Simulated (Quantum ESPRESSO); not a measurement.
A calculation with Quantum ESPRESSO 7.5 of Zn (native input, structure typed inline):

File pw.in:

```
&CONTROL
  calculation = 'scf'
  prefix = 'pwscf'
  outdir = './tmp'
  pseudo_dir = './pseudo'
  tprnfor = .true.
  tstress = .true.
  disk_io = 'low'
/
&SYSTEM
  ibrav = 0
  nat = 1
  ntyp = 1
  ecutwfc = 56
  ecutrho = 448
  nbnd = 16
  occupations = 'smearing'
  smearing = 'fd'
  degauss = 0.00367493
/
&ELECTRONS
  conv_thr = 2d-10
  electron_maxstep = 120
  mixing_beta = 0.5
/
ATOMIC_SPECIES
Zn    65.3800 zn_pbesol_v1.uspp.F.UPF
CELL_PARAMETERS angstrom
   0.0000000000    1.9647760000    1.9647760000
   1.9647760000    0.0000000000    1.9647760000
   1.9647760000    1.9647760000    0.0000000000
ATOMIC_POSITIONS crystal
Zn     0.0000000000    0.0000000000    0.0000000000
K_POINTS automatic
12 12 12 0 0 0
```

File pp_density.in:

```
&INPUTPP
  prefix = 'pwscf'
  outdir = './tmp'
  filplot = 'density.dat'
  plot_num = 0
/
&PLOT
  nfile = 1
  filepp(1) = 'density.dat'
  iflag = 3
  output_format = 6
  fileout = 'density.cube'
/
```

The input pp_potential.in:

```
&INPUTPP
  prefix = 'pwscf'
  outdir = './tmp'
  filplot = 'potential.dat'
  plot_num = 11
/
&PLOT
  nfile = 1
  filepp(1) = 'potential.dat'
  iflag = 3
  output_format = 6
  fileout = 'potential.cube'
/
```

Potentials or basis: GBRV 1.5 PBEsol.

Launch:

```sh
$ OMP_NUM_THREADS=1 mpirun -n 2 pw.x -nk 2 -in pw.in > pw.out
$ OMP_NUM_THREADS=1 mpirun -n 1 pp.x -in pp_density.in > pp_density.out
$ OMP_NUM_THREADS=1 mpirun -n 1 pp.x -in pp_potential.in > pp_potential.out
```

This isn't the form of Zn at room conditions, which is hcp.

**Question.** Write the same calculation in another form: ASE script, structure from a POSCAR.

**Answer.** As run:

run.py

```python
import numpy as np
from ase.calculators.espresso import Espresso, EspressoProfile
from ase.io import read

atoms = read('POSCAR')

input_data = {
    'control': {'calculation': 'scf', 'prefix': 'pwscf', 'outdir': './tmp', 'tprnfor': True, 'tstress': True, 'disk_io': 'nowf'},
    'system': {'ecutwfc': 56.0, 'ecutrho': 448.0, 'nbnd': 16, 'occupations': 'smearing', 'smearing': 'fd', 'degauss': 0.00367493},
    'electrons': {'conv_thr': 2e-10, 'electron_maxstep': 120, 'mixing_beta': 0.5},
}
pseudopotentials = {'Zn': 'zn_pbesol_v1.uspp.F.UPF'}
profile = EspressoProfile(command='mpirun -n 2 pw.x -nk 2', pseudo_dir='pseudo')
dft = Espresso(profile=profile, input_data=input_data, pseudopotentials=pseudopotentials, kpts=(12, 12, 12), koffset=(0, 0, 0))
atoms.calc = dft

print(f'energy {atoms.get_potential_energy():.8f} eV')
print('forces (eV/A)')
print(np.round(atoms.get_forces(), 6))
print('stress (eV/A^3, Voigt)')
print(np.round(atoms.get_stress(), 8))
print(f'Fermi level {dft.get_fermi_level():.4f} eV')
```

File POSCAR:

```
Zn
1.0
    0.0000000000      1.9647760000      1.9647760000
    1.9647760000      0.0000000000      1.9647760000
    1.9647760000      1.9647760000      0.0000000000
Zn
1
Direct
    0.0000000000      0.0000000000      0.0000000000
```

Potentials or basis: GBRV 1.5 PBEsol.

The run is started by

```console
$ OMP_NUM_THREADS=1 python run.py
```

Both were run:

|  | native input, structure typed inline | ASE script, structure from a POSCAR |
| --- | --- | --- |
| Pressure | -5.2 GPa | -5.2 GPa |
| Band gap on the k mesh | none (metal or under the smearing width) | none (metal or under the smearing width) |

Keys that steer only the numerical path or the files written may differ.
